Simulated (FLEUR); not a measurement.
Here is a FLEUR MaX-R8.1 (later development tree) calculation.

File inp.xml:

```xml
<?xml version="1.0" encoding="UTF-8" standalone="no"?>
<fleurInput fleurInputVersion="0.39">
   <comment>
      EuO                                                                                                 
   </comment>
   <calculationSetup>
      <cutoffs Kmax="4.1" Gmax="12.7" GmaxXC="12.7" numbands="0"/>
      <scfLoop itmax="60" minDistance="0.00001" maxIterBroyd="15" imix="Anderson" alpha="0.05" precondParam="0.0" spinf="2.0" sdNocoIR="T"/>
      <coreElectrons ctail="F" frcor="F" kcrel="0" coretail_lmax="0"/>
      <xcFunctional name="LibXC" relativisticCorrections="F">
         <LibXCName exchange="mgga_x_scan" correlation="mgga_c_scan"/>
         <AuxGGA exchange="117" correlation="130"/>
      </xcFunctional>
      <magnetism jspins="2"/>
      <soc l_soc="F" theta="0.0" phi="0.0" spav="F"/>
      <expertModes spex="0" secvar="F"/>
      <geometryOptimization l_f="F" forcealpha="1.0" forcemix="BFGS" epsdisp="0.00001" epsforce="0.00001"/>
      <ldaU l_linMix="F" mixParam="0.05" spinf="1.0"/>
   </calculationSetup>
   <cell>
      <bzIntegration valenceElectrons="23.0" mode="hist" fermiSmearingEnergy="0.00183747">
         <kPointListSelection listName="default-1"/>
         <!-- k-points included here -->
         <xi:include xmlns:xi="http://www.w3.org/2001/XInclude" href="kpts.xml"> </xi:include>
      </bzIntegration>
      <!-- symmetry operations included here -->
      <xi:include xmlns:xi="http://www.w3.org/2001/XInclude" href="sym.xml"> </xi:include>
      <bulkLattice scale="1.0">
         <bravaisMatrix>
            <row-1>    0.0000000000000000     4.8602811061649698     4.8602811061649698</row-1>
            <row-2>    4.8602811061649698     0.0000000000000000     4.8602811061649698</row-2>
            <row-3>    4.8602811061649698     4.8602811061649698     0.0000000000000000</row-3>
         </bravaisMatrix>
      </bulkLattice>
   </cell>
   <atomSpecies>
      <species name="Europium (7.000" element="Eu" atomicNumber="63">
         <mtSphere radius="2.66" gridPoints="879" logIncrement="0.015"/>
         <atomicCutoffs lmax="11" lnonsphr="8"/>
         <electronConfig flipSpins="F">
            <coreConfig>(1s1/2) (2s1/2) (2p1/2) (2p3/2) (3s1/2) (3p1/2) (3p3/2) (4s1/2) (3d3/2) (3d5/2) (4p1/2) (4p3/2) (4d3/2) (4d5/2)</coreConfig>
            <valenceConfig>(5s1/2) (5p1/2) (5p3/2) (6s1/2) (4f5/2) (4f7/2)</valenceConfig>
            <stateOccupation state="(4f5/2)" spinUp="3.0" spinDown="0.0"/>
            <stateOccupation state="(4f7/2)" spinUp="4.0" spinDown="0.0"/>
         </electronConfig>
         <energyParameters s="6" p="5" d="5" f="4"/>
         <lo type="SCLO" l="0" n="5" eDeriv="0"/>
         <lo type="HELO" l="1" n="6" eDeriv="0"/>
         <lo type="HELO" l="1" n="6" eDeriv="1"/>
         <lo type="SCLO" l="2" n="5" eDeriv="2"/>
         <lo type="SCLO" l="3" n="4" eDeriv="2"/>
      </species>
      <species name="Oxygen (O)" element="O" atomicNumber="8">
         <mtSphere radius="1.77" gridPoints="585" logIncrement="0.018"/>
         <atomicCutoffs lmax="8" lnonsphr="6"/>
         <electronConfig flipSpins="F">
            <coreConfig>(1s1/2)</coreConfig>
            <valenceConfig>(2s1/2) (2p1/2) (2p3/2)</valenceConfig>
            <stateOccupation state="(2p1/2)" spinUp="0.666667" spinDown="0.666667"/>
            <stateOccupation state="(2p3/2)" spinUp="1.333333" spinDown="1.333333"/>
         </electronConfig>
         <energyParameters s="2" p="2" d="3" f="4"/>
         <lo type="SCLO" l="0" n="2" eDeriv="2"/>
         <lo type="SCLO" l="1" n="2" eDeriv="2"/>
         <lo type="SCLO" l="2" n="3" eDeriv="2"/>
      </species>
   </atomSpecies>
   <atomGroups>
      <atomGroup species="Europium (7.000">
         <relPos label="                   1">.0000000000 .0000000000 .0000000000</relPos>
         <force calculate="T" relaxXYZ="TTT"/>
      </atomGroup>
      <atomGroup species="Oxygen (O)">
         <relPos label="                   2">1.000/2.000 1.000/2.000 1.000/2.000</relPos>
         <force calculate="T" relaxXYZ="TTT"/>
      </atomGroup>
   </atomGroups>
   <output dos="F" band="F" slice="F">
      <checks vchk="F" cdinf="F"/>
      <bandDOS minEnergy="-.5*Htr" maxEnergy="0.5*Htr" sigma="0.015" storeEVData="T"/>
      <vacuumDOS vacdos="F" integ="F" star="F" nstars="0" locx1="0.0" locy1="0.0" locx2="0.0" locy2="0.0" nstm="0" tworkf="0.0"/>
      <unfoldingBand unfoldBand="F" supercellX="1" supercellY="1" supercellZ="1"/>
      <plotting iplot="0" polar="F">
         <plot TwoD="T" vec1="  1.0  0.0  0.0" vec2="  0.0  1.0  0.0" vec3="  0.0  0.0  1.0" zero="  0.0  0.0  0.0" file="plot"/>
      </plotting>
      <chargeDensitySlicing numkpt="0" minEigenval="0.0" maxEigenval="0.0" nnne="0" pallst="F"/>
      <specialOutput eonly="F"/>
      <moessbauerParams electricFieldGradient="T" isomerShift="T" coreHyperfine="T" valenceHyperfine="T"/>
      <magneticCircularDichroism mcd="F" energyLo="-10.0" energyUp="0.0"/>
   </output>
  <!-- We include the file relax.xml here to enable relaxations (see documentation) -->
  <xi:include xmlns:xi="http://www.w3.org/2001/XInclude" href="relax.xml"> <xi:fallback/> </xi:include>
</fleurInput>
```

crystal.txt

```
EuO
&input cartesian=F /
0.0000000000  2.5719500000  2.5719500000
2.5719500000  0.0000000000  2.5719500000
2.5719500000  2.5719500000  0.0000000000
1.8897261246
1.0 1.0 1.0

2
63 0.0000000000  0.0000000000  0.0000000000 : 7.000
8 0.5000000000  0.5000000000  0.5000000000

&kpt div1=9 div2=9 div3=9 gamma=T /
```

The input inp.xml (bands):

```
<?xml version="1.0" encoding="UTF-8" standalone="no"?>
<fleurInput fleurInputVersion="0.39">
   <comment>
      EuO                                                                                                 
   </comment>
   <calculationSetup>
      <cutoffs Kmax="4.1" Gmax="12.7" GmaxXC="12.7" numbands="0"/>
      <scfLoop itmax="60" minDistance="0.00001" maxIterBroyd="15" imix="Anderson" alpha="0.05" precondParam="0.0" spinf="2.0" sdNocoIR="T"/>
      <coreElectrons ctail="F" frcor="F" kcrel="0" coretail_lmax="0"/>
      <xcFunctional name="LibXC" relativisticCorrections="F">
         <LibXCName exchange="mgga_x_scan" correlation="mgga_c_scan"/>
         <AuxGGA exchange="117" correlation="130"/>
      </xcFunctional>
      <magnetism jspins="2"/>
      <soc l_soc="F" theta="0.0" phi="0.0" spav="F"/>
      <expertModes spex="0" secvar="F"/>
      <geometryOptimization l_f="F" forcealpha="1.0" forcemix="BFGS" epsdisp="0.00001" epsforce="0.00001"/>
      <ldaU l_linMix="F" mixParam="0.05" spinf="1.0"/>
   </calculationSetup>
   <cell>
      <bzIntegration valenceElectrons="23.0" mode="hist" fermiSmearingEnergy="0.00183747">
         <kPointListSelection listName="path-1"/>
         <!-- k-points included here -->
         <xi:include xmlns:xi="http://www.w3.org/2001/XInclude" href="kpts.xml"> </xi:include>
      </bzIntegration>
      <!-- symmetry operations included here -->
      <xi:include xmlns:xi="http://www.w3.org/2001/XInclude" href="sym.xml"> </xi:include>
      <bulkLattice scale="1.0">
         <bravaisMatrix>
            <row-1>    0.0000000000000000     4.8602811061649698     4.8602811061649698</row-1>
            <row-2>    4.8602811061649698     0.0000000000000000     4.8602811061649698</row-2>
            <row-3>    4.8602811061649698     4.8602811061649698     0.0000000000000000</row-3>
         </bravaisMatrix>
      </bulkLattice>
   </cell>
   <atomSpecies>
      <species name="Europium (7.000" element="Eu" atomicNumber="63">
         <mtSphere radius="2.66" gridPoints="879" logIncrement="0.015"/>
         <atomicCutoffs lmax="11" lnonsphr="8"/>
         <electronConfig flipSpins="F">
            <coreConfig>(1s1/2) (2s1/2) (2p1/2) (2p3/2) (3s1/2) (3p1/2) (3p3/2) (4s1/2) (3d3/2) (3d5/2) (4p1/2) (4p3/2) (4d3/2) (4d5/2)</coreConfig>
            <valenceConfig>(5s1/2) (5p1/2) (5p3/2) (6s1/2) (4f5/2) (4f7/2)</valenceConfig>
            <stateOccupation state="(4f5/2)" spinUp="3.0" spinDown="0.0"/>
            <stateOccupation state="(4f7/2)" spinUp="4.0" spinDown="0.0"/>
         </electronConfig>
         <energyParameters s="6" p="5" d="5" f="4"/>
         <lo type="SCLO" l="0" n="5" eDeriv="0"/>
         <lo type="HELO" l="1" n="6" eDeriv="0"/>
         <lo type="HELO" l="1" n="6" eDeriv="1"/>
         <lo type="SCLO" l="2" n="5" eDeriv="2"/>
         <lo type="SCLO" l="3" n="4" eDeriv="2"/>
      </species>
      <species name="Oxygen (O)" element="O" atomicNumber="8">
         <mtSphere radius="1.77" gridPoints="585" logIncrement="0.018"/>
         <atomicCutoffs lmax="8" lnonsphr="6"/>
         <electronConfig flipSpins="F">
            <coreConfig>(1s1/2)</coreConfig>
            <valenceConfig>(2s1/2) (2p1/2) (2p3/2)</valenceConfig>
            <stateOccupation state="(2p1/2)" spinUp="0.666667" spinDown="0.666667"/>
            <stateOccupation state="(2p3/2)" spinUp="1.333333" spinDown="1.333333"/>
         </electronConfig>
         <energyParameters s="2" p="2" d="3" f="4"/>
         <lo type="SCLO" l="0" n="2" eDeriv="2"/>
         <lo type="SCLO" l="1" n="2" eDeriv="2"/>
         <lo type="SCLO" l="2" n="3" eDeriv="2"/>
      </species>
   </atomSpecies>
   <atomGroups>
      <atomGroup species="Europium (7.000">
         <relPos label="                   1">.0000000000 .0000000000 .0000000000</relPos>
         <force calculate="T" relaxXYZ="TTT"/>
      </atomGroup>
      <atomGroup species="Oxygen (O)">
         <relPos label="                   2">1.000/2.000 1.000/2.000 1.000/2.000</relPos>
         <force calculate="T" relaxXYZ="TTT"/>
      </atomGroup>
   </atomGroups>
   <output dos="F" band="T" slice="F">
      <checks vchk="F" cdinf="F"/>
      <bandDOS minEnergy="-.5*Htr" maxEnergy="0.5*Htr" sigma="0.015" storeEVData="T"/>
      <vacuumDOS vacdos="F" integ="F" star="F" nstars="0" locx1="0.0" locy1="0.0" locx2="0.0" locy2="0.0" nstm="0" tworkf="0.0"/>
      <unfoldingBand unfoldBand="F" supercellX="1" supercellY="1" supercellZ="1"/>
      <plotting iplot="0" polar="F">
         <plot TwoD="T" vec1="  1.0  0.0  0.0" vec2="  0.0  1.0  0.0" vec3="  0.0  0.0  1.0" zero="  0.0  0.0  0.0" file="plot"/>
      </plotting>
      <chargeDensitySlicing numkpt="0" minEigenval="0.0" maxEigenval="0.0" nnne="0" pallst="F"/>
      <specialOutput eonly="F"/>
      <moessbauerParams electricFieldGradient="T" isomerShift="T" coreHyperfine="T" valenceHyperfine="T"/>
      <magneticCircularDichroism mcd="F" energyLo="-10.0" energyUp="0.0"/>
   </output>
  <!-- We include the file relax.xml here to enable relaxations (see documentation) -->
  <xi:include xmlns:xi="http://www.w3.org/2001/XInclude" href="relax.xml"> <xi:fallback/> </xi:include>
</fleurInput>
```

Potentials or basis: all-electron, FLAPW.

Command:

```bash
$ inpgen -f crystal.txt -profile fastHighL
$ # inp.xml edited to the form shown
$ fleur_MPI
$ fleur_MPI   # second run, on inp.xml (bands)
```

(1) Predict the net moment.

(2) Estimate the site moments.

(3) What does it give for the band gap along the path?

## Answers

(1) 7.00 μB per cell.

(2) Eu +6.84; O -0.12 μB.

(3) none (metal or under the smearing width).

Caveat: the meta-GGA is that of a development version, with a GGA for the radial functions and cores and without core tails; spin-orbit coupling is left out, which moves the levels of the heavy elements; a cell with one magnetic atom can't hold antiferromagnetic order, which such compounds often take; without U or exact exchange the open f shell lies at the Fermi level, which spoils levels, moments and volumes.

**Measured values to compare with.**

From a printed reference work, monograph, for a bulk crystal of EuO at 300 K: band gap 1.115 eV (optical).

Measured gap of EuO: 1.115 eV (optical; 300 K; a printed reference work, monograph). This calculation gives 0.00 eV (-1.11 eV). So large a miss can be the level of theory's own, or it may mean another phase, state or a wrong row. Spin-orbit coupling on Eu is left out. The value is that of SCAN, without temperature or zero-point motion. The run's magnetic order (collinear spin, ferromagnetic start) needn't be the measured crystal's.
